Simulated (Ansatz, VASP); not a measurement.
Two plane-wave programs on LiH

Contents of INCAR:

```
SYSTEM = LiH
ALGO     = Normal         ! electronic algorithm
EDIFF    = 1E-6           ! SCF threshold, eV
ENCUT    = 520            ! plane-wave cutoff, eV
GGA      = PS             ! functional
ISIF     = 2              ! what is computed and relaxed
ISMEAR   = 0              ! smearing method
LASPH    = .True.         ! aspherical terms in the spheres
LCHARG   = .False.        ! write CHGCAR
LREAL    = .False.        ! projectors in reciprocal space
LWAVE    = .False.        ! write WAVECAR
NBANDS   = 9              ! bands
NELM     = 100            ! most SCF steps
PREC     = Accurate       ! precision mode
SIGMA    = 0.05           ! smearing width, eV
```

Contents of KPOINTS:

```
k-points
0
Gamma
  14 14 14
  0 0 0
```

POSCAR

```
LiH
1.0
    0.0000000000      2.0161506120      2.0161506120
    2.0161506120      0.0000000000      2.0161506120
    2.0161506120      2.0161506120      0.0000000000
Li H
1 1
Direct
    0.0000000000      0.0000000000      0.0000000000
    0.5000000000      0.5000000000      0.5000000000
```

Input for Ansatz:

```yaml
crystal:
  lattice:
    - [0.0, 2.016150612, 2.016150612]
    - [2.016150612, 0.0, 2.016150612]
    - [2.016150612, 2.016150612, 0.0]
  atoms:
    - { symbol: Li, position: [0.0, 0.0, 0.0] }
    - { symbol: H, position: [0.5, 0.5, 0.5] }
basis:
  ecutwfc: 420
  ecutrho_ratio: 4
kpoints:
  mp_grid: { grid: [14, 14, 14] }
hamiltonian:
  xc: pbesol
scf:
  occupations: { method: gaussian, width: 0.05 }
output:
  forces: true
  stress: true
  eigenvalues: true
```

Alike in both runs: task single point; functional PBEsol; k mesh 14 × 14 × 14; occupations gaussian, width 0.05 eV; no spin polarisation.

|  | VASP | Ansatz |
| --- | --- | --- |
| version | VASP 6.6.1 | Ansatz 0.2.0 |
| potentials or method | VASP PAW PBE potentials, release 64 (Li_sv, H) | scalar-relativistic, plane waves, PAW |
| plane-wave cutoff (eV) | 520 | 420 |
| valence electrons in the cell | 4 | 4 |

```tsv
	VASP	Ansatz	Ansatz less VASP
gap on the k mesh at the Fermi level (eV)	2.76	2.76	+0.001
least direct gap on the mesh (eV)	2.76	2.76	+0.001
```

 As with any semilocal functional, this PBEsol gap is likely too small. A k mesh can miss the band edges.
